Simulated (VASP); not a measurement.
# Settings for I: self-consistent run

I, Cmce (no. 64), 4 atoms in the cell. SCAN; PAW potentials I (PBE set). VASP 6.6.1.

Wanted: energy within 0.2 meV/atom; levels at the zone centre within 0.003 eV.

What the run is for: comparing ways to start; Accuracy asked: tight.

Levels at the zone centre: counted from the valence top at that point.

POSCAR:
```
I
1.0
    3.6350350000     -2.3950200000      0.0000000000
    3.6350350000      2.3950200000      0.0000000000
    0.0000000000      0.0000000000      9.7934400000
I
4
Direct
    0.6493000000      0.3507000000      0.3844000000
    0.1493000000      0.8507000000      0.1156000000
    0.3507000000      0.6493000000      0.6156000000
    0.8507000000      0.1493000000      0.8844000000
```

## How the run starts (with a second run first, the time holds both)

| How the run starts (with a second run first, the time holds both) | Energy less reference (meV/atom) | Levels at the zone centre, largest deviation (eV) | Time (s) |
|---|---|---|---|
| from scratch: 22 SCF iterations | 0.00 | 0.0000 | 148 |
| PBE orbitals (WAVECAR): 11 + 10 SCF iterations | 0.00 | 0.0001 | 102 |
| PBE density (CHGCAR): 11 + 28 SCF iterations | 0.00 | 0.0001 | 225 |
| loose PBE orbitals: 9 + 10 SCF iterations | 0.00 | 0.0001 | 95 |

Chosen: loose PBE orbitals: 9 + 10 SCF iterations, the fastest of those that stay within half of the tolerance.

## All choices together

| Input | Energy less reference (meV/atom) | Levels at the zone centre, largest deviation (eV) | Time (s) |
|---|---|---|---|
| chosen settings | 0.00 | 0.0001 | 95 |
| reference settings throughout | 0.00 | 0.0000 | 148 |

The tolerance is met.

Values of the reference run: Levels at the zone centre: -0.0702, 0, 1.669 eV from the valence top at Gamma.

## The input

INCAR.step1:
```
ISMEAR = 0
SIGMA = 0.03
LWAVE = T
LCHARG = T
ISIF = 2
PREC = Accurate
LASPH = T
LREAL = F
ALGO = Normal
EDIFF = 0.001
NELM = 120
GGA_COMPAT = F
ENCUT = 440
EFERMI = MIDGAP
GGA = PE
```

INCAR.step2:
```
METAGGA = SCAN
ISMEAR = 0
SIGMA = 0.03
LWAVE = F
LCHARG = F
ISIF = 2
PREC = Accurate
LASPH = T
LREAL = F
ALGO = Normal
EDIFF = 1E-6
NELM = 120
GGA_COMPAT = F
ENCUT = 440
EFERMI = MIDGAP
LMIXTAU = T
ISTART = 1
```

KPOINTS:
```
k-points
0
Gamma
  6 6 3
```

Commands (each step's output is kept before the next begins):
```
cat potpaw_PBE.64/I/POTCAR > POTCAR
cp INCAR.step1 INCAR
mpirun -np 1 vasp_std > vasp.out
cp INCAR.step2 INCAR
mpirun -np 1 vasp_std > vasp.out
```

The chosen input took VASP 6.6.1 95 s on 1 core (Intel Xeon 6975P-C (Granite Rapids)), a shared host.
